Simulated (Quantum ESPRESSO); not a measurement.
# KCl (Pm-3m) in Quantum ESPRESSO: further runs, part 2 of 3

Quantum ESPRESSO 7.5.

## Step 4: Dielectric tensor, WC

Contents of pw.in:

```
&CONTROL
  calculation = 'scf'
  prefix = 'pwscf'
  outdir = './tmp'
  pseudo_dir = './pseudo'
  tprnfor = .true.
  tstress = .true.
  disk_io = 'low'
/
&SYSTEM
  ibrav = 0
  nat = 2
  ntyp = 2
  ecutwfc = 74
  nbnd = 14
  input_dft = 'wc'
  occupations = 'smearing'
  smearing = 'fd'
  degauss = 0.00367493
/
&ELECTRONS
  conv_thr = 4d-10
  electron_maxstep = 120
  mixing_beta = 0.5
/
ATOMIC_SPECIES
K     39.0983 K.upf
Cl    35.4500 Cl.upf
CELL_PARAMETERS bohr
   7.2550289788    0.0000000000    0.0000000000
   0.0000000000    7.2550289788    0.0000000000
   0.0000000000    0.0000000000    7.2550289788
ATOMIC_POSITIONS bohr
K      0.0000000000    0.0000000000    0.0000000000
Cl     3.6275144894    3.6275144894    3.6275144894
K_POINTS automatic
6 6 6 1 1 1
```

Contents of scf2.in:

```
&CONTROL
  calculation = 'scf'
  prefix = 'pwscf'
  outdir = './tmp'
  pseudo_dir = './pseudo'
  tprnfor = .true.
  tstress = .true.
  disk_io = 'low'
/
&SYSTEM
  ibrav = 0
  nat = 2
  ntyp = 2
  ecutwfc = 74
  nbnd = 14
  input_dft = 'wc'
  occupations = 'fixed'
/
&ELECTRONS
  conv_thr = 1d-13
  electron_maxstep = 120
  mixing_beta = 0.5
  startingpot = 'file'
  startingwfc = 'file'
/
ATOMIC_SPECIES
K     39.0983 K.upf
Cl    35.4500 Cl.upf
CELL_PARAMETERS bohr
   7.2550289788    0.0000000000    0.0000000000
   0.0000000000    7.2550289788    0.0000000000
   0.0000000000    0.0000000000    7.2550289788
ATOMIC_POSITIONS bohr
K      0.0000000000    0.0000000000    0.0000000000
Cl     3.6275144894    3.6275144894    3.6275144894
K_POINTS automatic
6 6 6 1 1 1
```

Contents of ph.in:

```
dielectric of KCl
&INPUTPH
  prefix = 'pwscf'
  outdir = './tmp'
  tr2_ph = 1d-18
  fildyn = 'dyn'
  niter_ph = 90
  alpha_mix(1) = 0.7
  epsil = .true.
  trans = .false.
  zeu = .true.
/
0.0000000000 0.0000000000 0.0000000000
```

Potentials or basis: PseudoDojo 0.4.1 SR PBE standard.

The run is started by

```
$ OMP_NUM_THREADS=1 pw.x -in pw.in > pw.out
$ OMP_NUM_THREADS=1 pw.x -in scf2.in > scf2.out
$ OMP_NUM_THREADS=1 ph.x -in ph.in > ph.out
```

pw.out:

```text
This program is part of the open-source Quantum ESPRESSO suite
     for quantum simulation of materials; please cite
         "P. Giannozzi et al., J. Phys.:Condens. Matter 21 395502 (2009);
         "P. Giannozzi et al., J. Phys.:Condens. Matter 29 465901 (2017);
         "P. Giannozzi et al., J. Chem. Phys. 152 154105 (2020);
     in publications or presentations arising from this work. More details at

     IMPORTANT: XC functional enforced from input :
     Exchange-correlation= WC
                           (   1   4  11   4   0   0   0)
     Any further DFT definition will be discarded
     Please, verify this is what you really want

     Message from routine setup:
     using ibrav=0 with symmetry is DISCOURAGED, use correct ibrav instead

     G-vector sticks info
     --------------------
     sticks:   dense  smooth     PW     G-vecs:    dense   smooth      PW
     Sum        1237    1237    357                32795    32795    5041

     Using Slab Decomposition

     bravais-lattice index     =            0
     lattice parameter (alat)  =       7.2550  a.u.
     unit-cell volume          =     381.8717 (a.u.)^3
     number of atoms/cell      =            2
     number of atomic types    =            2
     number of electrons       =        16.00
     number of Kohn-Sham states=           14
     kinetic-energy cutoff     =      74.0000  Ry
     charge density cutoff     =     296.0000  Ry
     scf convergence threshold =      4.0E-10
     mixing beta               =       0.5000
     number of iterations used =            8  plain     mixing
     Exchange-correlation= WC
                           (   1   4  11   4   0   0   0)

     celldm(1)=   7.255029  celldm(2)=   0.000000  celldm(3)=   0.000000
     celldm(4)=   0.000000  celldm(5)=   0.000000  celldm(6)=   0.000000

     crystal axes: (cart. coord. in units of alat)
               a(1) = (   1.000000   0.000000   0.000000 )
               a(2) = (   0.000000   1.000000   0.000000 )
               a(3) = (   0.000000   0.000000   1.000000 )

     reciprocal axes: (cart. coord. in units 2 pi/alat)
               b(1) = (  1.000000  0.000000  0.000000 )
               b(2) = (  0.000000  1.000000  0.000000 )
               b(3) = (  0.000000  0.000000  1.000000 )

     PseudoPot. # 1 for K  read from file:
     K.upf
     Pseudo is Norm-conserving + core correction, Zval =  9.0
     Generated using ONCVPSP code by D. R. Hamann
     Using radial grid of 2222 points,  6 beta functions with:
                l(1) =   0
                l(2) =   0
                l(3) =   1
                l(4) =   1
                l(5) =   2
                l(6) =   2

     PseudoPot. # 2 for Cl read from file:
     Cl.upf
     Pseudo is Norm-conserving + core correction, Zval =  7.0
     Generated using ONCVPSP code by D. R. Hamann
     Using radial grid of 1028 points,  6 beta functions with:
                l(1) =   0
                l(2) =   0
                l(3) =   1
                l(4) =   1
                l(5) =   2
                l(6) =   2

     atomic species   valence    mass     pseudopotential
     K                 9.00    39.09830     K ( 1.00)
     Cl                7.00    35.45000     Cl( 1.00)

     48 Sym. Ops., with inversion, found

   Cartesian axes

     site n.     atom                  positions (alat units)
         1        K      tau(   1) = (   0.0000000   0.0000000   0.0000000  )
         2        Cl     tau(   2) = (   0.5000000   0.5000000   0.5000000  )

     number of k points=    10  Fermi-Dirac smearing, width (Ry)=  0.0037
                       cart. coord. in units 2pi/alat
        k(    1) = (   0.0833333   0.0833333   0.0833333), wk =   0.0740741
        k(    2) = (   0.0833333   0.0833333   0.2500000), wk =   0.2222222
        k(    3) = (   0.0833333   0.0833333   0.4166667), wk =   0.2222222
        k(    4) = (   0.0833333   0.2500000   0.2500000), wk =   0.2222222
        k(    5) = (   0.0833333   0.2500000   0.4166667), wk =   0.4444444
        k(    6) = (   0.0833333   0.4166667   0.4166667), wk =   0.2222222
        k(    7) = (   0.2500000   0.2500000   0.2500000), wk =   0.0740741
        k(    8) = (   0.2500000   0.2500000   0.4166667), wk =   0.2222222
        k(    9) = (   0.2500000   0.4166667   0.4166667), wk =   0.2222222
        k(   10) = (   0.4166667   0.4166667   0.4166667), wk =   0.0740741

     Dense  grid:    32795 G-vectors     FFT dimensions: (  40,  40,  40)

     Initial potential from superposition of free atoms

     starting charge      15.9808, renormalised to      16.0000
     Starting wfcs are    9 randomized atomic wfcs +    5 random wfcs

     Self-consistent Calculation

     iteration #  1     ecut=    74.00 Ry     beta= 0.50
     Davidson diagonalization with overlap
     ethr =  1.00E-02,  avg # of iterations =  6.4

     Threshold (ethr) on eigenvalues was too large:
     Diagonalizing with lowered threshold

     Davidson diagonalization with overlap
     ethr =  3.67E-04,  avg # of iterations =  3.6

     total energy              =     -93.02529565 Ry
     estimated scf accuracy    <       0.05650342 Ry

     iteration #  2     ecut=    74.00 Ry     beta= 0.50
     Davidson diagonalization with overlap
     ethr =  3.53E-04,  avg # of iterations =  4.2

     total energy              =     -93.03746918 Ry
     estimated scf accuracy    <       0.00343933 Ry

     iteration #  3     ecut=    74.00 Ry     beta= 0.50
     Davidson diagonalization with overlap
     ethr =  2.15E-05,  avg # of iterations =  5.3

     total energy              =     -93.03787671 Ry
     estimated scf accuracy    <       0.00074852 Ry

     iteration #  4     ecut=    74.00 Ry     beta= 0.50
     Davidson diagonalization with overlap
     ethr =  4.68E-06,  avg # of iterations =  4.1

     total energy              =     -93.03794235 Ry
     estimated scf accuracy    <       0.00001118 Ry

     iteration #  5     ecut=    74.00 Ry     beta= 0.50
     Davidson diagonalization with overlap
     ethr =  6.99E-08,  avg # of iterations =  2.4

     total energy              =     -93.03794767 Ry
     estimated scf accuracy    <       0.00000071 Ry

     iteration #  6     ecut=    74.00 Ry     beta= 0.50
     Davidson diagonalization with overlap
     ethr =  4.43E-09,  avg # of iterations =  2.2

     total energy              =     -93.03794806 Ry
     estimated scf accuracy    <       0.00000003 Ry

     iteration #  7     ecut=    74.00 Ry     beta= 0.50
     Davidson diagonalization with overlap
     ethr =  1.93E-10,  avg # of iterations =  3.4

     total energy              =     -93.03794808 Ry
     estimated scf accuracy    <          7.8E-10 Ry

     iteration #  8     ecut=    74.00 Ry     beta= 0.50
     Davidson diagonalization with overlap
     ethr =  4.87E-12,  avg # of iterations =  3.4

     total energy              =     -93.03794808 Ry
     estimated scf accuracy    <          1.1E-09 Ry

     iteration #  9     ecut=    74.00 Ry     beta= 0.50
     Davidson diagonalization with overlap
     ethr =  4.87E-12,  avg # of iterations =  2.0

     End of self-consistent calculation

          k = 0.0833 0.0833 0.0833 (  4067 PWs)   bands (ev):

   -25.8266 -10.4794  -9.2491  -9.2491  -9.1849   1.6951   1.8189   1.8189
     7.2717   8.8974   8.8974  12.4941  12.4941  12.9271

          k = 0.0833 0.0833 0.2500 (  4088 PWs)   bands (ev):

   -25.8184 -10.5182  -9.2657  -9.2349  -9.1411   1.0425   1.8081   1.8168
     8.2189   9.2881   9.7807  12.2146  12.2407  12.9735

          k = 0.0833 0.0833 0.4167 (  4102 PWs)   bands (ev):

   -25.8100 -10.5658  -9.2328  -9.2207  -9.1335   0.4729   1.8137   1.8484
     9.4081   9.8798  10.3073  11.9000  12.2668  12.6886

          k = 0.0833 0.2500 0.2500 (  4099 PWs)   bands (ev):

   -25.8103 -10.4673  -9.3465  -9.2312  -9.1442   1.0650   1.3289   1.8554
     8.8108   9.5728  10.4388  11.6947  11.8792  12.3285

          k = 0.0833 0.2500 0.4167 (  4111 PWs)   bands (ev):

   -25.8023 -10.4273  -9.3497  -9.2331  -9.2053   0.6840   1.3408   1.9059
     9.1632   9.7304  10.9067  11.5653  11.9234  12.0921

          k = 0.0833 0.4167 0.4167 (  4104 PWs)   bands (ev):

   -25.7945 -10.2541  -9.4429  -9.3783  -9.1998   0.8844   0.9458   1.9812
     8.5389   9.5550  11.0293  11.1504  12.5636  12.6857

          k = 0.2500 0.2500 0.2500 (  4094 PWs)   bands (ev):

   -25.8025 -10.3888  -9.3282  -9.3282  -9.1753   1.2019   1.3128   1.3128
     9.5681  10.3561  10.3561  11.0426  11.6221  11.6221

          k = 0.2500 0.2500 0.4167 (  4113 PWs)   bands (ev):

   -25.7947 -10.3118  -9.3548  -9.3097  -9.2720   0.7909   1.2953   1.4173
     9.7226  10.2375  10.4482  11.3932  11.6712  11.9910

          k = 0.2500 0.4167 0.4167 (  4111 PWs)   bands (ev):

   -25.7870 -10.1744  -9.4202  -9.3838  -9.2995   0.8808   0.8993   1.3777
     9.3719  10.5382  10.8083  10.9736  12.2340  12.3129

          k = 0.4167 0.4167 0.4167 (  4107 PWs)   bands (ev):

   -25.7796 -10.0876  -9.3972  -9.3972  -9.3944   0.8512   0.8512   0.8940
    10.3145  10.6812  10.6812  11.7647  11.9627  11.9627

     the Fermi energy is     3.5234 ev

!    total energy              =     -93.03794808 Ry
     estimated scf accuracy    <          4.7E-13 Ry
     smearing contrib. (-TS)   =      -0.00000000 Ry
     internal energy E=F+TS    =     -93.03794808 Ry

     The total energy is F=E-TS. E is the sum of the following terms:
     one-electron contribution =     -24.07744789 Ry
     hartree contribution      =      17.49009483 Ry
     xc contribution           =     -21.68274835 Ry
     ewald contribution        =     -64.76784668 Ry

     convergence has been achieved in   9 iterations

     Forces acting on atoms (cartesian axes, Ry/au):

     atom    1 type  1   force =     0.00000000    0.00000000    0.00000000
     atom    2 type  2   force =     0.00000000    0.00000000    0.00000000

     Total force =     0.000000     Total SCF correction =     0.000000

     Computing stress (Cartesian axis) and pressure

          total   stress  (Ry/bohr**3)                   (kbar)     P=      -12.73
  -0.00008655   0.00000000   0.00000000          -12.73        0.00        0.00
   0.00000000  -0.00008655   0.00000000            0.00      -12.73        0.00
   0.00000000   0.00000000  -0.00008655            0.00        0.00      -12.73

=------------------------------------------------------------------------------=
   JOB DONE.
=------------------------------------------------------------------------------=
```

It took 2.1 min on 1 thread of Intel Xeon at 2.50GHz (Skylake/Cascade Lake), shared host; peak memory 0.07 GiB.

What came out:

```
Free energy                             : -1265.8458 eV
Pressure                                : -1.3 GPa
Electronic dielectric tensor (diagonal) : 2.58
Born charges (mean of the diagonal)     : K +1.20; Cl -1.20 e
```

Levels at points of the mesh, in eV from the valence-band top:
| k point | band 5 | band 6 | band 7 | band 8 | band 9 | band 10 | band 11 | band 12 |
| --- | --- | --- | --- | --- | --- | --- | --- | --- |
| (0.08, 0.08, 0.08) | -11.17 | -0.29 | -0.16 | -0.16 | 5.29 | 6.92 | 6.92 | 10.51 |

Electronic dielectric tensor:
```
2.58 0.00 0.00
0.00 2.58 0.00
0.00 0.00 2.58
```

Born effective charge tensors (e):
atom 1, K
```
1.20 0.00 0.00
0.00 1.20 0.00
0.00 0.00 1.20
```
atom 2, Cl
```
-1.20  0.00  0.00
 0.00 -1.20  0.00
 0.00  0.00 -1.20
```

Caveat: the potentials were made for another functional, which shifts forces and pressure.

## Step 5: Dielectric tensor, BLYP

Changes to pw.in since step 4:

```diff
@@ -15,3 +15,3 @@
   nbnd = 14
-  input_dft = 'wc'
+  input_dft = 'blyp'
   occupations = 'smearing'
```

Changes to scf2.in since step 4:

```diff
@@ -15,3 +15,3 @@
   nbnd = 14
-  input_dft = 'wc'
+  input_dft = 'blyp'
   occupations = 'fixed'
```

ph.in is that of step 4.

Potentials or basis: PseudoDojo 0.4.1 SR PBE standard.

The run is started by

```
$ OMP_NUM_THREADS=1 pw.x -in pw.in > pw.out
$ OMP_NUM_THREADS=1 pw.x -in scf2.in > scf2.out
$ OMP_NUM_THREADS=1 ph.x -in ph.in > ph.out
```

pw.out:

```text
This program is part of the open-source Quantum ESPRESSO suite
     for quantum simulation of materials; please cite
         "P. Giannozzi et al., J. Phys.:Condens. Matter 21 395502 (2009);
         "P. Giannozzi et al., J. Phys.:Condens. Matter 29 465901 (2017);
         "P. Giannozzi et al., J. Chem. Phys. 152 154105 (2020);
     in publications or presentations arising from this work. More details at

     IMPORTANT: XC functional enforced from input :
     Exchange-correlation= BLYP
                           (   1   3   1   3   0   0   0)
     Any further DFT definition will be discarded
     Please, verify this is what you really want

     Message from routine setup:
     using ibrav=0 with symmetry is DISCOURAGED, use correct ibrav instead

     G-vector sticks info
     --------------------
     sticks:   dense  smooth     PW     G-vecs:    dense   smooth      PW
     Sum        1237    1237    357                32795    32795    5041

     Using Slab Decomposition

     bravais-lattice index     =            0
     lattice parameter (alat)  =       7.2550  a.u.
     unit-cell volume          =     381.8717 (a.u.)^3
     number of atoms/cell      =            2
     number of atomic types    =            2
     number of electrons       =        16.00
     number of Kohn-Sham states=           14
     kinetic-energy cutoff     =      74.0000  Ry
     charge density cutoff     =     296.0000  Ry
     scf convergence threshold =      4.0E-10
[... 64 lines left out ...]
        k(    9) = (   0.2500000   0.4166667   0.4166667), wk =   0.2222222
        k(   10) = (   0.4166667   0.4166667   0.4166667), wk =   0.0740741

     Dense  grid:    32795 G-vectors     FFT dimensions: (  40,  40,  40)

     Initial potential from superposition of free atoms

     starting charge      15.9808, renormalised to      16.0000
     Starting wfcs are    9 randomized atomic wfcs +    5 random wfcs

     Self-consistent Calculation

     iteration #  1     ecut=    74.00 Ry     beta= 0.50
     Davidson diagonalization with overlap
     ethr =  1.00E-02,  avg # of iterations =  6.9

     Threshold (ethr) on eigenvalues was too large:
     Diagonalizing with lowered threshold

     Davidson diagonalization with overlap
     ethr =  4.61E-04,  avg # of iterations =  2.8

     total energy              =     -93.02905366 Ry
     estimated scf accuracy    <       0.07095674 Ry
[... 36 lines left out ...]
     iteration #  7     ecut=    74.00 Ry     beta= 0.50
     Davidson diagonalization with overlap
     ethr =  2.79E-11,  avg # of iterations =  3.8

     End of self-consistent calculation

          k = 0.0833 0.0833 0.0833 (  4067 PWs)   bands (ev):

   -25.5978 -10.0979  -9.0209  -9.0209  -8.9505   2.0924   2.2121   2.2121
     7.7919   9.3542   9.3542  12.7566  12.7566  13.1644
[... 43 lines left out ...]
   -25.5516  -9.7095  -9.1657  -9.1657  -9.1607   1.2661   1.2661   1.3094
    10.7947  11.1907  11.1908  12.1602  12.3225  12.3226

     the Fermi energy is     3.7698 ev

!    total energy              =     -93.04507382 Ry
     estimated scf accuracy    <          8.0E-11 Ry
     smearing contrib. (-TS)   =      -0.00000000 Ry
     internal energy E=F+TS    =     -93.04507382 Ry

     The total energy is F=E-TS. E is the sum of the following terms:
     one-electron contribution =     -24.11575092 Ry
     hartree contribution      =      17.55112193 Ry
     xc contribution           =     -21.71259815 Ry
     ewald contribution        =     -64.76784668 Ry

     convergence has been achieved in   7 iterations

     Forces acting on atoms (cartesian axes, Ry/au):

     atom    1 type  1   force =     0.00000000    0.00000000    0.00000000
     atom    2 type  2   force =     0.00000000    0.00000000    0.00000000

     Total force =     0.000000     Total SCF correction =     0.000000

     Computing stress (Cartesian axis) and pressure

          total   stress  (Ry/bohr**3)                   (kbar)     P=        9.46
   0.00006432   0.00000000   0.00000000            9.46        0.00        0.00
   0.00000000   0.00006432   0.00000000            0.00        9.46        0.00
   0.00000000   0.00000000   0.00006432            0.00        0.00        9.46

=------------------------------------------------------------------------------=
   JOB DONE.
=------------------------------------------------------------------------------=
```

scf2.out:

```text
This program is part of the open-source Quantum ESPRESSO suite
     for quantum simulation of materials; please cite
         "P. Giannozzi et al., J. Phys.:Condens. Matter 21 395502 (2009);
         "P. Giannozzi et al., J. Phys.:Condens. Matter 29 465901 (2017);
         "P. Giannozzi et al., J. Chem. Phys. 152 154105 (2020);
[... 203 lines left out ...]
   0.00000000   0.00006431   0.00000000            0.00        9.46        0.00
   0.00000000   0.00000000   0.00006431            0.00        0.00        9.46

=------------------------------------------------------------------------------=
   JOB DONE.
=------------------------------------------------------------------------------=
```

ph.out:

```text
This program is part of the open-source Quantum ESPRESSO suite
     for quantum simulation of materials; please cite
         "P. Giannozzi et al., J. Phys.:Condens. Matter 21 395502 (2009);
         "P. Giannozzi et al., J. Phys.:Condens. Matter 29 465901 (2017);
         "P. Giannozzi et al., J. Chem. Phys. 152 154105 (2020);
     in publications or presentations arising from this work. More details at

     IMPORTANT: XC functional enforced from input :
[... 172 lines left out ...]
      E*z (        0.00000        0.00000       -1.19498 )

     INITIALIZATION:

     DIELECTRIC CONSTANT AND EFFECTIVE CHARGES:

      Additional routines

=------------------------------------------------------------------------------=
   JOB DONE.
=------------------------------------------------------------------------------=
```

It took 2 min on 1 thread of Intel Xeon at 2.50GHz (Skylake/Cascade Lake), shared host; peak memory 0.07 GiB.

Results:

```
Free energy                             : -1265.9427 eV
Pressure                                : 0.9 GPa
Electronic dielectric tensor (diagonal) : 2.53
Born charges (mean of the diagonal)     : K +1.19; Cl -1.20 e
```

Levels at points of the mesh, in eV from the valence-band top:
| k point | band 6 | band 7 | band 8 | band 9 | band 10 | band 11 |
| --- | --- | --- | --- | --- | --- | --- |
| (0.08, 0.08, 0.08) | -0.28 | -0.16 | -0.16 | 5.42 | 6.99 | 6.99 |

Electronic dielectric tensor:
```
2.53 0.00 0.00
0.00 2.53 0.00
0.00 0.00 2.53
```

Born effective charge tensors (e):
atom 1, K
```
1.19 0.00 0.00
0.00 1.19 0.00
0.00 0.00 1.19
```
atom 2, Cl
```
-1.20  0.00  0.00
 0.00 -1.20  0.00
 0.00  0.00 -1.20
```

Caveat: the potentials were made for another functional, which shifts forces and pressure.

[end of part 2 of 3]
